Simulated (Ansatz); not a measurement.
Rows from a G0W0 calculation on AsP (honeycomb bilayer) (Ansatz 0.2.0; G0W0 on PBE, plane waves, PAW; 6×6×1 mesh, 516 empty bands, screening to 75 eV), in eV. Spin-orbit coupling is left out.

```
row      Σx     Σc     Vxc     Z
  A   -9.05  -3.71  -13.22  0.74
  B   -8.56  -3.60  -12.53  0.75
  C   -8.55  -3.34  -12.24  0.75
  D  -14.93   0.98  -13.54  0.73
  E  -15.26   1.37  -13.46  0.72
  F   -8.97  -3.75  -13.17  0.74
```

Q: Which rows are filled states and which are empty ones, and how can one tell?

Filled: D and E. Empty: A, B, C and F. The sign of Σc tells: for a filled state bare exchange, which holds its interaction with itself, lies below Vxc (Σx − Vxc is -1.4 eV or lower here) and screening gives part back as a positive Σc. For an empty state Σx lies above Vxc (+3.7 eV or more) and the Coulomb hole leaves Σc negative.

[Paths, hosts, dates, memory and timing lines, banners, echoed tables and standing remarks are left out of the program output.]

[Logs are printed without paths, hosts, clocks, repeated set-up lines and the standing remarks that a program may print on its own settings, such as how far it seeks lower states.]

[Runs of the session that timed out or met a known fault of the program may be left out.]

[Cells called generated may have been cut or substituted from an entry of the Crystallography Open Database or the Materials Project.]

[Hosts, paths, dates, database ids (printed as entryN), source tags and the programs' standing remarks are cut or masked in the printed files.]
